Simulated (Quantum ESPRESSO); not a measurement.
# GaN (F-43m) in Quantum ESPRESSO: a series of runs, part 3 of 3

Quantum ESPRESSO 7.5.

### Step 4. Phonons, PBE, target pressure 5 GPa, at which the enthalpy is minimised

Input file pw.in:

```
&CONTROL
  calculation = 'scf'
  prefix = 'pwscf'
  outdir = './tmp'
  pseudo_dir = './pseudo'
  tprnfor = .true.
  tstress = .true.
  disk_io = 'low'
/
&SYSTEM
  ibrav = 0
  A = 3.18693112
  nat = 2
  ntyp = 2
  ecutwfc = 45
  ecutrho = 360
  nbnd = 19
  occupations = 'smearing'
  smearing = 'fd'
  degauss = 0.00367493
/
&ELECTRONS
  conv_thr = 4d-10
  electron_maxstep = 120
  mixing_beta = 0.5
/
ATOMIC_SPECIES
Ga    69.7230 ga_pbe_v1.4.uspp.F.UPF
N     14.0070 n_pbe_v1.2.uspp.F.UPF
CELL_PARAMETERS alat
   0.0000000000    0.7071067816    0.7071067816
   0.7071067816    0.0000000000    0.7071067816
   0.7071067816    0.7071067816    0.0000000000
ATOMIC_POSITIONS alat
Ga     0.0000000000    0.0000000000    0.0000000000
N      0.3535533908    0.3535533908    0.3535533908
K_POINTS automatic
8 8 8 1 1 1
```

Input file relax.in:

```
&CONTROL
  calculation = 'vc-relax'
  prefix = 'pwscf'
  outdir = './tmp'
  pseudo_dir = './pseudo'
  tprnfor = .true.
  tstress = .true.
  disk_io = 'low'
  nstep = 40
  forc_conv_thr = 0.0001
  etot_conv_thr = 1d-06
/
&SYSTEM
  ibrav = 0
  A = 3.18693112
  nat = 2
  ntyp = 2
  ecutwfc = 45
  ecutrho = 360
  nbnd = 19
  occupations = 'smearing'
  smearing = 'fd'
  degauss = 0.00367493
/
&ELECTRONS
  conv_thr = 4d-10
  electron_maxstep = 120
  mixing_beta = 0.5
/
&IONS
  ion_dynamics = 'bfgs'
/
&CELL
  cell_dynamics = 'bfgs'
  press = 50
  press_conv_thr = 0.2
/
ATOMIC_SPECIES
Ga    69.7230 ga_pbe_v1.4.uspp.F.UPF
N     14.0070 n_pbe_v1.2.uspp.F.UPF
CELL_PARAMETERS alat
   0.0000000000    0.7071067816    0.7071067816
   0.7071067816    0.0000000000    0.7071067816
   0.7071067816    0.7071067816    0.0000000000
ATOMIC_POSITIONS alat
Ga     0.0000000000    0.0000000000    0.0000000000
N      0.3535533908    0.3535533908    0.3535533908
K_POINTS automatic
8 8 8 1 1 1
```

Input file gamma.in:

```
&CONTROL
  calculation = 'bands'
  prefix = 'pwscf'
  outdir = './tmp'
  pseudo_dir = './pseudo'
  disk_io = 'low'
  verbosity = 'high'
/
&SYSTEM
  ibrav = 0
  A = 3.1850391
  nat = 2
  ntyp = 2
  ecutwfc = 45
  ecutrho = 360
  nbnd = 19
  occupations = 'smearing'
  smearing = 'fd'
  degauss = 0.00367493
/
&ELECTRONS
  conv_thr = 1d-08
  electron_maxstep = 120
  mixing_beta = 0.5
  diago_full_acc = .true.
/
ATOMIC_SPECIES
Ga    69.7230 ga_pbe_v1.4.uspp.F.UPF
N     14.0070 n_pbe_v1.2.uspp.F.UPF
CELL_PARAMETERS alat
   0.0000000000    0.7071067808    0.7071067808
   0.7071067808    0.0000000000    0.7071067808
   0.7071067808    0.7071067808    0.0000000000
ATOMIC_POSITIONS alat
Ga     0.0000000000    0.0000000000    0.0000000000
N      0.3535533904    0.3535533904    0.3535533904
K_POINTS crystal
1
0.0 0.0 0.0 1
```

Input file scf2.in:

```
&CONTROL
  calculation = 'scf'
  prefix = 'pwscf'
  outdir = './tmp'
  pseudo_dir = './pseudo'
  tprnfor = .true.
  tstress = .true.
  disk_io = 'low'
/
&SYSTEM
  ibrav = 0
  A = 3.1850391
  nat = 2
  ntyp = 2
  ecutwfc = 45
  ecutrho = 360
  nbnd = 19
  occupations = 'fixed'
/
&ELECTRONS
  conv_thr = 1d-13
  electron_maxstep = 120
  mixing_beta = 0.5
  startingpot = 'file'
/
ATOMIC_SPECIES
Ga    69.7230 ga_pbe_v1.4.uspp.F.UPF
N     14.0070 n_pbe_v1.2.uspp.F.UPF
CELL_PARAMETERS alat
   0.0000000000    0.7071067808    0.7071067808
   0.7071067808    0.0000000000    0.7071067808
   0.7071067808    0.7071067808    0.0000000000
ATOMIC_POSITIONS alat
Ga     0.0000000000    0.0000000000    0.0000000000
N      0.3535533904    0.3535533904    0.3535533904
K_POINTS automatic
8 8 8 1 1 1
```

Input file ph.in:

```
phonons of GaN
&INPUTPH
  prefix = 'pwscf'
  outdir = './tmp'
  tr2_ph = 1d-16
  fildyn = 'dyn'
  niter_ph = 60
  alpha_mix(1) = 0.7
  epsil = True
/
0.0000000000 0.0000000000 0.0000000000
```

Input file dynmat.in:

```
&INPUT
  fildyn = 'dyn'
  asr = 'crystal'
  lperm = .true.
  filout = 'dynmat.disp'
  fileig = 'dynmat.eig'
/
```

Input file dynmat_lo.in:

```
&INPUT
  fildyn = 'dyn'
  asr = 'crystal'
  filout = 'dynmat_lo.disp'
  fileig = 'dynmat_lo.eig'
  q(1) = 0
  q(2) = 0
  q(3) = 1
/
```

Potentials or basis: GBRV 1.5 PBE.

The run is started by

```bash
$ OMP_NUM_THREADS=1 pw.x -in pw.in > pw.out
$ OMP_NUM_THREADS=1 pw.x -in relax.in > relax.out
$ OMP_NUM_THREADS=1 pw.x -in gamma.in > gamma.out
$ OMP_NUM_THREADS=1 pw.x -in scf2.in > scf2.out
$ OMP_NUM_THREADS=1 ph.x -in ph.in > ph.out
$ OMP_NUM_THREADS=1 dynmat.x -in dynmat.in > dynmat.out
$ OMP_NUM_THREADS=1 dynmat.x -in dynmat_lo.in > dynmat_lo.out
```

pw.out:

```text
This program is part of the open-source Quantum ESPRESSO suite
     for quantum simulation of materials; please cite
[... 9 lines left out ...]
     --------------------
     sticks:   dense  smooth     PW     G-vecs:    dense   smooth      PW
     Sum         913     439    151                17933     6231    1243

     Using Slab Decomposition

     bravais-lattice index     =            0
     lattice parameter (alat)  =       6.0224  a.u.
     unit-cell volume          =     154.4542 (a.u.)^3
     number of atoms/cell      =            2
     number of atomic types    =            2
     number of electrons       =        24.00
     number of Kohn-Sham states=           19
     kinetic-energy cutoff     =      45.0000  Ry
     charge density cutoff     =     360.0000  Ry
     scf convergence threshold =      4.0E-10
     mixing beta               =       0.5000
     number of iterations used =            8  plain     mixing
[... 193 lines left out ...]

     End of self-consistent calculation

          k = 0.0442 0.0442 0.0442 (   785 PWs)   bands (ev):

   -81.8683 -81.8678 -81.8678  -5.0570  -2.5822  -2.5822  -2.5736  -2.2661
    -2.2661  10.3116  10.7861  10.7861  12.9934  20.9292  21.2188  21.2188
    28.5953  28.8311  28.8311
[... 351 lines left out ...]
   -81.8692 -81.8688 -81.8686  -4.1418  -2.4955  -2.4687  -2.2467  -2.2271
    -0.9263   4.0414   8.8994   9.6661  16.3482  18.7128  21.1476  21.6689
    27.4091  29.8596  29.8729

     the Fermi energy is    11.8779 ev

!    total energy              =    -435.54855325 Ry
     estimated scf accuracy    <          2.3E-11 Ry
     smearing contrib. (-TS)   =      -0.00000000 Ry
     internal energy E=F+TS    =    -435.54855325 Ry

     The total energy is F=E-TS. E is the sum of the following terms:
     one-electron contribution =    -337.19529674 Ry
     hartree contribution      =     181.40866716 Ry
     xc contribution           =     -54.08092568 Ry
     ewald contribution        =    -225.68099800 Ry

     convergence has been achieved in  10 iterations

     Forces acting on atoms (cartesian axes, Ry/au):

     atom    1 type  1   force =    -0.00000000   -0.00000000    0.00000000
     atom    2 type  2   force =     0.00000000    0.00000000   -0.00000000

     Total force =     0.000000     Total SCF correction =     0.000000

     Computing stress (Cartesian axis) and pressure

          total   stress  (Ry/bohr**3)                   (kbar)     P=       46.50
   0.00031610   0.00000000   0.00000000           46.50        0.00        0.00
   0.00000000   0.00031610   0.00000000            0.00       46.50        0.00
   0.00000000   0.00000000   0.00031610            0.00        0.00       46.50

=------------------------------------------------------------------------------=
   JOB DONE.
=------------------------------------------------------------------------------=
```

gamma.out:

```text
This program is part of the open-source Quantum ESPRESSO suite
     for quantum simulation of materials; please cite
         "P. Giannozzi et al., J. Phys.:Condens. Matter 21 395502 (2009);
         "P. Giannozzi et al., J. Phys.:Condens. Matter 29 465901 (2017);
         "P. Giannozzi et al., J. Chem. Phys. 152 154105 (2020);
     in publications or presentations arising from this work. More details at
[... 349 lines left out ...]

   -81.8370 -81.8370 -81.8370  -5.0874  -2.5600  -2.5600  -2.5600  -2.2359
    -2.2359  10.8583  10.8583  10.8583  12.6107  21.1905  21.1905  21.1905
    28.4828  29.6712  29.6712

=------------------------------------------------------------------------------=
   JOB DONE.
=------------------------------------------------------------------------------=
```

It took 4.9 min on 1 thread of Arm Neoverse V2, shared host; peak memory 0.11 GiB.

What came out:

```
Free energy                                             : -5925.9385 eV
Relaxed volume                                          : 11.42 Å³/atom
Relaxed cell                                            : a = 3.185 Å, b = 3.185 Å, c = 3.185 Å, α = 60.00°, β = 60.00°, γ = 60.00°
Space group after relaxing (to 0.05 Å)                  : F-43m (No. 216)
Pressure after relaxing                                 : 5.0 GPa
Electronic dielectric tensor (diagonal)                 : 5.89
Born charges (mean of the diagonal)                     : Ga +2.68; N -2.67 e
Highest phonon frequency at Γ, LO-TO splitting left out : 540 cm⁻¹
Static dielectric tensor (diagonal)                     : 10.43
```

Step by step:
| step | energy change (eV) | largest force (eV/Å) | pressure (GPa) | volume (Å³) |
| --- | --- | --- | --- | --- |
| 1 | 0.0000 | 0.0000 | 4.65 | 22.89 |
| 2 | 0.0012 | 0.0000 | 5.00 | 22.85 |
| 3 | 0.0012 | 0.0000 | 4.99 | 22.85 |

Final structure:
```cif
data_structure
_symmetry_space_group_name_H-M 'P 1'
_symmetry_Int_Tables_number 1
_cell_length_a 3.1850
_cell_length_b 3.1850
_cell_length_c 3.1850
_cell_angle_alpha 60.000
_cell_angle_beta 60.000
_cell_angle_gamma 60.000
_cell_volume 22.85
loop_
_atom_site_label
_atom_site_type_symbol
_atom_site_fract_x
_atom_site_fract_y
_atom_site_fract_z
_atom_site_occupancy
Ga1 Ga 0.00000 0.00000 0.00000 1
N1 N 0.25000 0.25000 0.25000 1
```

Levels at points of the mesh, in eV from the valence-band top:
```tsv
k point	band 10	band 11	band 12	band 13	band 14	band 15
(0.06, 0.06, 0.06)	-0.47	0.00	0.00	2.22	10.15	10.44
```

Phonon frequencies in cm⁻¹ (negative: imaginary):
```
              q point        frequencies
(0.000, 0.000, 0.000)  4 4 4 540 540 540
```

Electronic dielectric tensor:
```
5.89 0.00 0.00
0.00 5.89 0.00
0.00 0.00 5.89
```

Born effective charge tensors (e):
atom 1, Ga
```
2.68 0.00 0.00
0.00 2.68 0.00
0.00 0.00 2.68
```
atom 2, N
```
-2.67  0.00  0.00
 0.00 -2.67  0.00
 0.00  0.00 -2.67
```

Optical modes at Γ, degenerate ones joined, polar ones without the macroscopic field:
| cm⁻¹ | components | symmetry | active in | IR intensity, summed ((D/Å)²/amu) |
| --- | --- | --- | --- | --- |
| 540 | 3 | T2 | IR and Raman | 42.54 |

Zone-centre frequencies without and with the macroscopic field along z (cm⁻¹):
```
                optical modes in rising order
       without                    540 540 540
with the field                    540 540 718
```

Static dielectric tensor, electrons and zone-centre modes:
```
10.43  0.00  0.00
 0.00 10.43  0.00
 0.00  0.00 10.43
```

Caveat: the cell is more than 3 GPa from zero pressure, which shifts response properties.

### Step 5. Summary

| level | potentials or basis | cell | cutoff (eV) | pressure (GPa) |
| --- | --- | --- | --- | --- |
| rev-vdW-DF2 | PseudoDojo 0.4.1 SR PBE standard | relaxed | 1143 | 0.0 |
| PBE | GBRV 1.5 PBE | relaxed | 612 | 0.0 |
| PBE | GBRV 1.5 PBE | relaxed to 5 GPa | 612 | 5.0 |

Alike in all rows: task phonons; no spin polarisation; k mesh 8 × 8 × 8, shifted; smearing fermi-dirac 0.05 eV.

Caveats: the potentials were made for another functional, which shifts forces and pressure (some runs); before the sum rule the acoustic modes lie tens of cm⁻¹ from zero, a sign that the density grid also shifts the optical modes (some runs); the cell is more than 3 GPa from zero pressure, which shifts response properties (some runs).

Total energies depend on the potentials used, so only differences within one code and one set of settings carry meaning.
